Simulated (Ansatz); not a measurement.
Theory: DFT PBE, scalar-relativistic, plane waves, PAW in Ansatz. Settings: cutoff 420 eV, Γ-centred meshes spaced at most about 0.3 Å⁻¹, and about 0.25 Å⁻¹ or finer for metals (2π included), Gaussian smearing. No spin polarisation in the final relaxations.

All energies are static (0 K, no zero-point motion). All come from trial cells, and lower structures may exist.

Problem. Order these relaxed structures of Be by energy, lowest first, with the energy over the lowest of them.
A.

```xyz
1
Lattice="0.0000 1.5788 1.5788 1.5788 0.0000 1.5788 1.5788 1.5788 0.0000" Properties=species:S:1:pos:R:3 pbc="T T T"
Be    1.5788    1.5788    1.5788
```

B.

```xyz
1
Lattice="2.1439 0.0000 0.0000 -1.0720 1.8567 0.0000 0.0000 0.0000 2.4553" Properties=species:S:1:pos:R:3 pbc="T T T"
Be    0.0000    0.0000    1.2276
```

C.

```xyz
3
Lattice="-2.0010 2.0010 2.0010 2.0010 -2.0010 2.0010 2.0010 2.0010 -2.0010" Properties=species:S:1:pos:R:3 pbc="T T T"
Be    0.0000    0.0000    2.0010
Be    2.0010    0.0000    0.0000
Be    0.0000    2.0010    0.0000
```

Solution. A (0 meV/atom), B (424 meV/atom), C (836 meV/atom). Forms: A fcc type, Fm-3m; B simple hexagonal type, P6/mmm; C Im-3m. Counting all near atoms (those within 1.25 times the shortest distance at each site; a plus sign parts nearer from farther groups): A has Be 12; B has Be 6+2; C has Be 4.

With atoms moved at random, Fm-3m came back. Other cells relaxed within their symmetry can be saddle points; a later kick test found a lower structure for Be Im-3m. The part of the Crystallography Open Database at hand lists Be in space groups No. 18, 194; no cell shown has one of them. Some types were kept out of the candidates beforehand, so the set may lack a known form.
